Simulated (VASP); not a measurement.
The system is GePt.

```
CELL_PARAMETERS angstrom
2.81313 0.00000 0.00000
-1.40657 2.43624 0.00000
0.00000 0.00000 5.53178
ATOMIC_POSITIONS crystal
Ge 0.00000 0.00000 0.00000
Pt 0.00000 0.00000 0.50000
```

The cell was built by a generator and needn't be a form met in nature.

| Property | Result |
| --- | --- |
| Program | VASP 6.6.1 |
| Task | relaxation of cell and atoms |
| Functional | PBE |
| Potentials or basis | VASP PAW PBE potentials, release 64 (Ge_d, Pt) |
| Cutoff | 520 eV |
| k mesh | 8 × 8 × 4 |
| Occupations | gaussian, width 0.15 eV |
| Spin | no spin polarisation |

At the start: pressure -8.7 GPa; volume 18.96 Å³/atom.

Question: Where does the relaxation end?

Answer: Over 13 steps the energy falls by 92.4 meV/atom and the volume is 17.31 Å³/atom (-8.7 %); space group P6/mmm (No. 191, to 0.05 Å).

Step by step:
| step | energy change (eV) | largest force (eV/Å) | pressure (GPa) | volume (Å³) |
| --- | --- | --- | --- | --- |
| 1 | 0.0000 | 0.0000 | -8.74 | 37.91 |
| 2 | -0.1044 | 0.0000 | 12.27 | 32.47 |
| 3 | -0.1513 | 0.0000 | 1.25 | 34.21 |
| 4 | -0.1510 | 0.0000 | 3.45 | 34.03 |
| 5 | -0.1513 | 0.0000 | 2.71 | 34.12 |
| 6 | -0.1799 | 0.0000 | 2.71 | 34.29 |
| 7 | -0.1821 | 0.0000 | 1.49 | 34.27 |
| 8 | -0.1820 | 0.0000 | 2.06 | 34.26 |
| 9 | -0.1817 | 0.0000 | -1.16 | 35.23 |
| 10 | -0.1848 | 0.0000 | -0.38 | 34.66 |
| 11 | -0.1846 | 0.0000 | 1.73 | 34.59 |
| 12 | -0.1848 | 0.0000 | -0.59 | 34.65 |
| 13 | -0.1848 | 0.0000 | -0.34 | 34.62 |

Final structure:
```yaml
crystal:
  lattice:
    - [2.80784, 0.00000, 0.00000]
    - [-1.40392, 2.43166, 0.00000]
    - [0.00000, 0.00000, 5.07081]
  atoms:
    - { symbol: Ge, position: [0.00000, 0.00000, 0.00000] }
    - { symbol: Pt, position: [0.00000, 0.00000, 0.50000] }
```
